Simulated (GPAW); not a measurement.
MnO:

```xyz
2
Lattice="2.9713 -1.7170 0.0000 2.9713 1.7170 0.0000 -1.9846 0.0000 2.8103" Properties=species:S:1:pos:R:3 pbc="T T T"
Mn    1.9788    0.0000    1.4070
O     3.9609    0.0000    0.7007
```

The cell comes from a database or a generator and needn't be the stable form of this composition.

Base run:

- Program: GPAW 26.7.0
- Functional: RPBE
- Potentials or basis: the program's PAW data sets (release 1.2.1) made for this functional
- Cutoff: 800 eV
- Basis: pw
- k mesh: 7 × 7 × 7
- Occupations: fermi-dirac, width 0.05 eV
- Spin: collinear spin, ferromagnetic start
- Starting moments: [4.0, 0.0] μB

Its results: pressure 1.3 GPa; net moment 5.00 μB per cell; site moments Mn +4.36; O +0.14 μB.

After a change of settings the same cell gave: pressure -2.7 GPa; net moment 5.00 μB per cell; site moments Mn +4.34; O +0.15 μB. Which change was it?
A. functional from RPBE to PBE; potentials or basis from the program's PAW data sets (release 1.2.1) made for this functional to GPAW PAW data sets (gpaw-data 1.2.1)
B. functional from RPBE to LDA
C. functional from RPBE to PBEsol; potentials or basis from the program's PAW data sets (release 1.2.1) made for this functional to PAW data sets generated in the run's folder for this functional

A.

Caveats: a cell with one magnetic atom can't hold antiferromagnetic order, which such compounds often take.
